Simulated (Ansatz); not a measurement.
Crystal: InSe.

```
In Se
1.0
     4.04733    0.00000    0.00000
    -2.02366    3.50509    0.00000
     0.00000    0.00000   18.05206
In Se
4 4
Direct
  0.33333 0.66667 0.07739
  0.33333 0.66667 0.92261
  0.00000 0.00000 0.42261
  0.00000 0.00000 0.57739
  0.33333 0.66667 0.35298
  0.33333 0.66667 0.64702
  0.66667 0.33333 0.14700
  0.66667 0.33333 0.85300
```

Measurements of this composition are mostly on another form, of space group No. 160.

Base run:

| Quantity | Value |
| --- | --- |
| Program | Ansatz 0.2.0 |
| Functional | r2SCAN |
| Potentials or basis | Ansatz PAW |
| Cutoff | 500 eV |
| Density cutoff | 2000 eV |
| k mesh | 12 × 12 × 2 |
| Occupations | fixed |
| Spin | no spin polarisation |

Its results: band gap on the k mesh 1.14 eV, direct; pressure -0.1 GPa; largest force 0.029 eV/Å.

Task: The run is repeated on the same cell with these changes: functional from r2SCAN to LDA; cutoff from 500 eV to 420 eV; density cutoff from 2000 eV to 1680 eV; level from r2scan to lda. What comes out?

Result: Band gap on the k mesh 0.50 eV, direct; pressure -2.3 GPa; largest force 0.153 eV/Å.

Caveats: spin-orbit coupling is left out, which moves the levels of the heavy elements; the PAW data sets come from PBE, with cores solved anew for the run's functional, which leaves a small shift of forces and pressure.

Not every run made on this cell is shown here.
